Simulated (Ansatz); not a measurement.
# HfS₂ (CdI2 type): gap against strain (epitaxial in the xy plane)

HfS₂ in the CdI2 structure, relaxed with r2SCAN+rVV10 in the PAW code Ansatz, then strained (epitaxial in the xy plane; changes of length per length, axes as in the cell below) with the atoms relaxed again within the symmetry that is left. It is trigonal, P-3m1 (No. 164); a = 3.630 Å, c = 5.878 Å in the conventional setting, 22.36 Å³ an atom. Hf is surrounded by 6 S at 2.54 Å; S is surrounded by 3 Hf at 2.54 Å. The values are computed, spin-unpolarised, and not measurements.

```xyz
3
Lattice="3.6303 0.0000 0.0000 -1.8151 3.1439 0.0000 0.0000 0.0000 5.8784" Properties=species:S:1:pos:R:3 pbc="T T T"
Hf    0.0000    0.0000    0.0000
S     0.0000    2.0960    1.4380
S     1.8151    1.0480    4.4403
```

Gaps are the least over each mesh (PBE 12×12×4, r2SCAN 12×12×4, HSE06 6×6×4 when unstrained) and the special points, which keep their unstrained names.

```csv
strain (%),free normal strain (%),"gap, PBE (eV)","gap, r2SCAN (eV)","gap, HSE06 (eV)","edges, HSE06"
-5.0,+1.99,0.356,0.663,1.092,Γ → L
-4.0,+1.60,0.534,0.850,1.292,Γ → L
-3.0,+1.22,0.703,1.026,1.482,Γ → L
-2.0,+0.97,0.862,1.192,1.661,Γ → L
-1.0,+0.50,0.979,1.296,1.793,Γ–K (0.16) → L
0.0,0.00,1.027,1.345,1.851,"(-0.083, 0.003, 0.003) → L"
+1.0,-0.50,1.074,1.392,1.906,"(-0.089, 0.042, 0) → L"
+2.0,-1.00,1.118,1.436,1.958,"(-0.078, 0.036, 0) → L"
+3.0,-1.50,1.162,1.479,2.009,"(-0.068, 0.031, 0) → L"
+4.0,-2.00,1.204,1.521,2.052,Γ–K (0.08) → M
```

Between zero and the nearest strains the slope of the HSE06 gap against strain is +0.057 eV per percent for negative and +0.055 for positive strain.

Spin-orbit coupling is left out, which matters wherever the heavy atoms make up the band edges.

Where an edge lies off the special points, it is a point of the mesh or the k point where a search put PBE's edge or least direct gap, reused for the other functionals, whose own edges may lie a little apart.

Coordinates of k points refer to the reciprocal vectors of the primitive cell of the runs.

The meshes of the hybrids are coarse, so their gaps aren't converged to the digits shown.
